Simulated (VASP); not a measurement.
# MgO (P1) in VASP: a series of runs, part 2 of 2

VASP 6.6.1. The steps go on from the part before.

## Step 4: Single point, PBEsol

Input file INCAR:

```
ALGO     = Fast           # electronic algorithm
EDIFF    = 1E-6           # SCF threshold, eV
ENCUT    = 520            # plane-wave cutoff, eV
GGA      = PS             # functional
ISIF     = 2              # what is computed and relaxed
ISMEAR   = -1             # smearing method
LASPH    = True           # aspherical terms in the spheres
LCHARG   = False          # write CHGCAR
LREAL    = Auto         
LWAVE    = False          # write WAVECAR
NBANDS   = 46             # bands
NELM     = 100            # most SCF steps
PREC     = Accurate       # precision mode
SIGMA    = 0.05           # smearing width, eV
```

Input file KPOINTS:

```
k-points
0
Gamma
  2 2 2
```

Input file POSCAR:

```
MgO
1.0
    0.0000000000      4.2181000000      4.2181000000
    4.2181000000      0.0000000000      4.2181000000
    4.2181000000      4.2181000000      0.0000000000
Mg O
8 8
Direct
   -0.0006756597     -0.0176975415      0.0248334558
    0.0037102013      0.0318745407      0.4818401650
    0.0022166378      0.4873639790     -0.0234821365
    0.0122211422      0.5070410848      0.5010194163
    0.5292430241     -0.0091036249     -0.0074441099
    0.4929352078     -0.0075033783      0.5113795311
    0.4795524051      0.4971195562      0.0004978545
    0.5157298310      0.5172945165      0.4814964083
    0.2324387758      0.2518076859      0.2345013158
    0.2557668144      0.2438894289      0.7680827861
    0.2629975581      0.7399184467      0.2858988644
    0.2434152818      0.7525070529      0.7538346649
    0.7467580190      0.2270216448      0.2433797207
    0.7264763756      0.2676442000      0.7513690998
    0.7308622366      0.7781821199      0.2495080724
    0.7482278751      0.7293805268      0.7587539413
```

Potentials or basis: VASP PAW PBE potentials, release 64 (Mg, O).

Run with:

```console
$ cat potpaw_PBE.64/Mg/POTCAR potpaw_PBE.64/O/POTCAR > POTCAR
$ mpirun -np 1 vasp_std > vasp.out
```

OUTCAR:

```text
EDIFF = 1E-6
   ENCUT = 520
   GGA = PS
   ISIF = 2
   ISMEAR = -1
   LASPH = True
   LREAL = Auto
   NELM = 100
   PREC = Accurate

 ion  position               nearest neighbor table
   1  0.999  0.982  0.025-  13 1.96  15 2.00  12 2.12  10 2.19  11 2.22  14 2.31   4 2.84   5 2.88
                             7 2.88   3 2.89   2 2.90   6 2.96   6 3.00   2 3.09   7 3.09   5 3.09
   2  0.004  0.032  0.482-   9 1.90  11 2.08  13 2.11  14 2.14  12 2.17  16 2.36   3 2.88   6 2.90
                             1 2.90   8 2.90   4 2.92   5 2.95   5 3.03   4 3.05   8 3.06   6 3.08
   3  0.002  0.487  0.977-  10 1.92  16 1.99   9 2.06  12 2.14  13 2.18  15 2.38   4 2.75   2 2.88
[... 608 lines left out ...]
  external PRESSURE =      32.1416621 kB  Pullay stress =       0.0000000 kB

 VOLUME and BASIS-vectors are now :
 -----------------------------------------------------------------------------
  energy-cutoff  :      520.00
  volume of cell :      150.10
      direct lattice vectors                 reciprocal lattice vectors
     0.000000000  4.218100000  4.218100000    -0.118536782  0.118536782  0.118536782
     4.218100000  0.000000000  4.218100000     0.118536782 -0.118536782  0.118536782
     4.218100000  4.218100000  0.000000000     0.118536782  0.118536782 -0.118536782

 POSITION                                       TOTAL-FORCE (eV/Angst)
 -----------------------------------------------------------------------------------
      4.24820      4.32000      8.35870        -0.468084     -0.556900      0.827496
      2.16690      2.04810      0.15010        -0.152030      0.452992     -1.716026
      6.17480      4.12840      2.06510         1.025894      0.492079      0.272913
      4.25210      2.16490      2.19030        -0.043024     -0.079741     -0.786361
      8.36640      6.41910      6.41210         0.336727     -1.326807     -0.604212
      6.34350      4.23630      6.26570         0.475826      0.120941      0.399593
[... 8 lines left out ...]
      4.33490      4.13530      6.36530        -1.216701      1.395923     -0.230411
      6.27710      6.35660      6.23270         0.609971     -0.377784      0.470560
 -----------------------------------------------------------------------------------
    total drift:                               -0.003473     -0.003983     -0.009601

  FREE ENERGIE OF THE ION-ELECTRON SYSTEM (eV)
  ---------------------------------------------------
  free  energy   TOTEN  =       -98.5134662054 eV

  energy  without entropy=      -98.5134662054  energy(sigma->0) =      -98.51346621
```

OSZICAR:

```text
N       E                     dE             d eps       ncg     rms          rms(c)
DAV:   1     0.320032239312E+03    0.32003E+03   -0.31899E+04   752   0.128E+03
DAV:   2    -0.870003619150E+02   -0.40703E+03   -0.39636E+03   924   0.273E+02
DAV:   3    -0.110185554830E+03   -0.23185E+02   -0.23071E+02   930   0.673E+01
DAV:   4    -0.110357074588E+03   -0.17152E+00   -0.17132E+00   912   0.662E+00
DAV:   5    -0.110358275603E+03   -0.12010E-02   -0.12007E-02   860   0.549E-01    0.193E+01
RMM:   6    -0.986582854297E+02    0.11700E+02   -0.40479E+01   755   0.246E+01    0.594E+00
RMM:   7    -0.986310522737E+02    0.27233E-01   -0.21166E+00   911   0.516E+00    0.397E+00
RMM:   8    -0.985270406226E+02    0.10401E+00   -0.36834E-01   870   0.389E+00    0.744E-01
RMM:   9    -0.985148573591E+02    0.12183E-01   -0.31603E-02   933   0.774E-01    0.419E-01
RMM:  10    -0.985143637740E+02    0.49359E-03   -0.45898E-02   933   0.814E-01    0.227E-01
RMM:  11    -0.985134166584E+02    0.94712E-03   -0.38150E-03   910   0.258E-01    0.428E-02
RMM:  12    -0.985134976253E+02   -0.80967E-04   -0.86221E-04   937   0.138E-01    0.414E-02
RMM:  13    -0.985134647913E+02    0.32834E-04   -0.11295E-04   939   0.450E-02    0.786E-03
RMM:  14    -0.985134658542E+02   -0.10629E-05   -0.21103E-05   917   0.171E-02    0.115E-03
RMM:  15    -0.985134662054E+02   -0.35125E-06   -0.24970E-06   719   0.529E-03
   1 F= -.98513466E+02 E0= -.98513466E+02  d E =-.171912E-10
```

It took 2.5 min on 1 thread of Intel Xeon Platinum 8488C (Sapphire Rapids), shared host; peak memory 0.33 GiB.

Results:

- Free energy: -98.5135 eV
- Pressure: 3.2 GPa
- Largest force: 2.623 eV/Å
- Band gap on the k mesh: 4.33 eV, direct

Forces on the atoms (eV/Å):
```
Mg  -0.468 -0.557  0.827
Mg  -0.152  0.453 -1.716
Mg   1.026  0.492  0.273
Mg  -0.043 -0.080 -0.786
Mg   0.337 -1.327 -0.604
Mg   0.476  0.121  0.400
Mg  -0.140  0.724  0.413
Mg   0.070  0.862 -1.111
O    1.334  0.807  1.252
O   -1.725 -0.858 -0.398
O   -1.095 -2.349 -0.405
O    0.713 -0.125  0.058
O    1.569  0.274  0.753
O   -1.296  0.545  0.804
O   -1.217  1.396 -0.230
O    0.610 -0.378  0.471
```

Caveat: the k mesh is coarse (spacing up to 0.65 Å⁻¹), so the values aren't converged; the PAW data sets were made with another functional, which shifts forces and pressure a little.

## Step 5: Molecular dynamics, PBEsol

Input file INCAR:

```
  PREC = Accurate
  ENCUT = 520
  EDIFF = 1E-5
  ISMEAR = -1
  SIGMA = 0.05
  LREAL = Auto
  LASPH = True
  NELM = 100
  ALGO = Fast
  ISIF = 2
  LWAVE = False
  LCHARG = False
  GGA = PS
  IBRION = 0
  NSW = 40
  POTIM = 1.5
  TEBEG = 2400.0
  TEEND = 2400.0
  ISYM = 0
  NELMIN = 4
  RANDOM_SEED = 825356 0 0
  MDALGO = 1
  ANDERSEN_PROB = 0.0
```

Input file KPOINTS:

```
regular mesh
0
Gamma
  2 2 2
```

Input file POSCAR:

```
MgO
1.0
    0.0000000000      4.2181000000      4.2181000000
    4.2181000000      0.0000000000      4.2181000000
    4.2181000000      4.2181000000      0.0000000000
Mg O
8 8
Direct
    0.0000000000      0.0000000000      0.0000000000
    0.0000000000      0.0000000000      0.5000000000
    0.0000000000      0.5000000000      0.0000000000
    0.0000000000      0.5000000000      0.5000000000
    0.5000000000      0.0000000000      0.0000000000
    0.5000000000      0.0000000000      0.5000000000
    0.5000000000      0.5000000000      0.0000000000
    0.5000000000      0.5000000000      0.5000000000
    0.2500000000      0.2500000000      0.2500000000
    0.2500000000      0.2500000000      0.7500000000
    0.2500000000      0.7500000000      0.2500000000
    0.2500000000      0.7500000000      0.7500000000
    0.7500000000      0.2500000000      0.2500000000
    0.7500000000      0.2500000000      0.7500000000
    0.7500000000      0.7500000000      0.2500000000
    0.7500000000      0.7500000000      0.7500000000
```

Run with:

```console
$ cat potpaw_PBE.64/Mg/POTCAR potpaw_PBE.64/O/POTCAR > POTCAR
$ mpirun -np 1 vasp_std > vasp.out
```

It took 30 min on 1 thread of Intel Xeon Platinum 8488C (Sapphire Rapids), shared host; peak memory 0.44 GiB.

Step by step:
| step | potential energy change (eV) | largest force (eV/Å) | pressure (GPa) | volume (Å³) | temperature (K) |
| --- | --- | --- | --- | --- | --- |
| 1 | 0.0000 | 0.0001 | -0.88 | 150.10 | 2400 |
| 2 | 0.0642 | 0.5078 | -0.80 | 150.10 | 2367 |
| 3 | 0.2555 | 0.9958 | -0.41 | 150.10 | 2268 |
| 4 | 0.5639 | 1.4592 | 0.37 | 150.10 | 2110 |
| 5 | 0.9716 | 1.9629 | 1.26 | 150.10 | 1900 |
| 6 | 1.4523 | 2.5164 | 2.29 | 150.10 | 1654 |
| 7 | 1.9719 | 3.0598 | 3.42 | 150.10 | 1387 |
| 8 | 2.4915 | 3.5587 | 4.55 | 150.10 | 1120 |
| 9 | 2.9698 | 3.9729 | 5.57 | 150.10 | 875 |
| 10 | 3.3682 | 4.3373 | 6.44 | 150.10 | 670 |
| 11 | 3.6559 | 4.6206 | 7.01 | 150.10 | 522 |
| 12 | 3.8157 | 4.7728 | 7.36 | 150.10 | 440 |
| 13 | 3.8460 | 4.7860 | 7.34 | 150.10 | 424 |
| 14 | 3.7606 | 4.6644 | 7.11 | 150.10 | 467 |
| 15 | 3.5852 | 4.4312 | 6.67 | 150.10 | 557 |
| 16 | 3.3522 | 4.1146 | 5.96 | 150.10 | 676 |
| 17 | 3.0949 | 3.7457 | 5.42 | 150.10 | 808 |
| 18 | 2.8435 | 3.3554 | 4.90 | 150.10 | 937 |
| 19 | 2.6221 | 3.3848 | 4.38 | 150.10 | 1050 |
| 20 | 2.4471 | 3.5600 | 3.94 | 150.10 | 1140 |
| 21 | 2.3274 | 3.7049 | 3.61 | 150.10 | 1202 |
| 22 | 2.2646 | 3.8029 | 3.46 | 150.10 | 1234 |
| 23 | 2.2545 | 3.8416 | 3.42 | 150.10 | 1240 |
| 24 | 2.2875 | 3.8164 | 3.47 | 150.10 | 1223 |
| 25 | 2.3505 | 3.7231 | 3.59 | 150.10 | 1191 |
| 26 | 2.4282 | 3.5678 | 3.75 | 150.10 | 1151 |
| 27 | 2.5047 | 3.3631 | 3.90 | 150.10 | 1112 |
| 28 | 2.5653 | 3.1678 | 4.04 | 150.10 | 1081 |
| 29 | 2.5971 | 3.0653 | 4.14 | 150.10 | 1065 |
| 30 | 2.5908 | 2.9276 | 4.18 | 150.10 | 1069 |
| 31 | 2.5411 | 2.9329 | 4.17 | 150.10 | 1094 |
| 32 | 2.4479 | 2.9381 | 4.05 | 150.10 | 1142 |
| 33 | 2.3161 | 2.8957 | 3.92 | 150.10 | 1210 |
| 34 | 2.1557 | 2.7936 | 3.76 | 150.10 | 1292 |
| 35 | 1.9805 | 2.6401 | 3.56 | 150.10 | 1382 |
| 36 | 1.8062 | 2.6000 | 3.29 | 150.10 | 1471 |
| 37 | 1.6495 | 2.6135 | 3.12 | 150.10 | 1552 |
| 38 | 1.5251 | 2.6336 | 3.22 | 150.10 | 1615 |
| 39 | 1.4448 | 2.6233 | 3.20 | 150.10 | 1656 |
| 40 | 1.4160 | 2.5876 | 3.25 | 150.10 | 1671 |

Caveat: the k mesh is coarse (spacing up to 0.65 Å⁻¹), so the values aren't converged; the PAW data sets were made with another functional, which shifts forces and pressure a little.

## Step 6: Single point, PBEsol

Input file INCAR:

```
SYSTEM = MgO
PREC = Accurate
ENCUT = 520
EDIFF = 1E-7
ISMEAR = -1
SIGMA = 0.05
LREAL = Auto
LASPH = .TRUE.
NELM = 100
ALGO = Fast
ISIF = 2
LWAVE = .FALSE.
LCHARG = .TRUE.
GGA = PS
LELF = .TRUE.
LVHAR = .TRUE.
NBANDS = 46
```

Input file KPOINTS:

```
regular mesh
0
G
  2 2 2
  0 0 0
```

Input file POSCAR:

```
MgO
1.0
    0.0000000000      4.2181000000      4.2181000000
    4.2181000000      0.0000000000      4.2181000000
    4.2181000000      4.2181000000      0.0000000000
Mg O
8 8
Direct
   -0.0147459757      0.0009482943      0.0390934307
   -0.0708731419     -0.0220596951      0.5390934307
   -0.0180057372      0.4845902183      0.0644958631
   -0.0063535715      0.4641900382      0.5491334961
    0.5184561770     -0.0355373272      0.0479362746
    0.4298380788     -0.0006163913      0.5409781655
    0.4837604609      0.4806073825      0.0801664256
    0.4793508926      0.4797539176      0.5927431782
    0.1600957777      0.2117541073      0.3632441146
    0.2469002632      0.2302576990      0.7742466988
    0.2561105711      0.7407126431      0.2501837320
    0.2245323724      0.6940802731      0.8379602191
    0.7015717977      0.2623456058      0.2838244707
    0.7728242574      0.1754462910      0.8262369313
    0.6884497760      0.7509897821      0.3536307816
    0.7229084185      0.7241174937      0.8010478652
```

Potentials or basis: VASP PAW PBE potentials, release 64 (Mg, O).

Run with:

```console
$ cat potpaw_PBE.64/Mg/POTCAR potpaw_PBE.64/O/POTCAR > POTCAR
$ mpirun -np 1 vasp_std > vasp.out
```

It took 2.5 min on 1 thread of Intel Xeon Platinum 8488C (Sapphire Rapids), shared host; peak memory 0.32 GiB.

Results (log left out):

| Item | Value |
| --- | --- |
| Free energy | -96.3389 eV |
| Pressure | 9.3 GPa |
| Largest force | 4.003 eV/Å |
| Band gap on the k mesh | 4.05 eV, direct |

Forces in eV/Å, atoms in the order of the input:
```
Mg  -0.458  2.248 -0.240
Mg  -0.143  1.093  0.892
Mg  -0.371 -0.446 -0.979
Mg   2.098 -0.491  0.048
Mg   0.209 -0.935 -1.507
Mg   0.844  2.061 -0.284
Mg  -1.572 -3.161  0.612
Mg  -0.998 -0.814 -0.145
O   -2.114 -1.104  1.915
O    1.272  0.678  0.074
O    3.407  0.259 -1.327
O    0.141 -0.078  0.739
O   -0.276  3.674 -0.195
O    1.068 -3.823 -0.517
O   -2.929  0.082  0.401
O   -0.180  0.755  0.514
```

Stress tensor (GPa, compression positive):
```
11.67  0.39 -0.57
 0.39 11.53 -0.82
-0.57 -0.82  4.69
```

Levels at points of the mesh, in eV from the valence-band top:
| k point | band 29 | band 30 | band 31 | band 32 | band 33 | band 34 | band 35 | band 36 |
| --- | --- | --- | --- | --- | --- | --- | --- | --- |
| (0.00, 0.00, 0.00) | -0.61 | -0.29 | -0.13 | 0.00 | 4.05 | 6.91 | 7.31 | 7.38 |
| (0.50, 0.00, 0.00) | -0.63 | -0.55 | -0.43 | -0.23 | 6.34 | 6.49 | 8.31 | 8.79 |
| (0.00, 0.50, 0.00) | -0.84 | -0.45 | -0.43 | -0.13 | 6.13 | 6.48 | 8.31 | 8.53 |
| (0.00, 0.00, 0.50) | -0.69 | -0.51 | -0.41 | -0.28 | 6.24 | 6.48 | 8.17 | 8.45 |
| (0.50, 0.50, 0.50) | -0.62 | -0.50 | -0.40 | -0.27 | 6.12 | 6.43 | 8.07 | 8.45 |
| (0.50, 0.50, 0.00) | -0.73 | -0.63 | -0.52 | -0.35 | 6.92 | 7.45 | 8.00 | 8.22 |
| (0.00, 0.50, 0.50) | -0.74 | -0.62 | -0.57 | -0.41 | 6.99 | 7.31 | 8.00 | 8.47 |
| (0.50, 0.00, 0.50) | -0.76 | -0.64 | -0.61 | -0.56 | 6.93 | 7.28 | 7.83 | 8.48 |

Caveat: the k mesh is coarse (spacing up to 0.65 Å⁻¹), so the values aren't converged; the PAW data sets were made with another functional, which shifts forces and pressure a little. As with any semilocal functional, this PBEsol gap is likely too small.
